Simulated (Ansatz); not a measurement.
**Ir under changes of volume**

One of the cells (14.627 Å³/atom); the others are scaled copies at fixed shape and fractional positions:

```xyz
2
Lattice="2.7514 0.0000 0.0000 -1.3757 2.3828 0.0000 0.0000 0.0000 4.4623" Properties=species:S:1:pos:R:3 pbc="T T T"
Ir    0.0000    1.5885    1.1156
Ir    1.3757    0.7943    3.3467
```

This isn't the form of Ir at room conditions, which is fcc.

* Program: Ansatz 0.2.0
* Functional: PBEsol
* Potentials or basis: all-electron LAPW, scalar-relativistic
* Cutoff: 298 eV (chosen from the basis error)
* Basis error allowed: 0.0005 eV/atom
* k mesh: 11 × 11 × 6
* Occupations: fermi-dirac, width 0.05 eV
* Spin: no spin polarisation

| volume (Å³/atom) | energy over the lowest point (meV/atom) | pressure (GPa) |
| --- | --- | --- |
| 13.749 | 11.44 | 10.8 |
| 14.042 | 0.00 | 2.1 |
| 14.335 | 3.53 | -5.6 |
| 14.627 | 20.28 | -12.4 |
| 14.920 | 48.66 | -18.4 |
| 15.212 | ? | ? |
| 15.505 | 134.93 | -28.2 |

What does the run at 15.212 Å³/atom give?

Energy over the lowest point 87.30 meV/atom; pressure -23.6 GPa.

Worked out: A Birch-Murnaghan fit of order 3 (a polynomial in V^(-2/3)) to the other rows has its minimum at 14.11 Å³/atom with B0 = V·E''(V) = 383 GPa and B' = 5.1 at fixed shape and positions, which overstates the stiffness. It gives 87.21 meV/atom at 15.212 Å³/atom, against the run's 87.30, and -dE/dV = -23.7 GPa, against -23.6.

Energies are extrapolated to zero smearing.
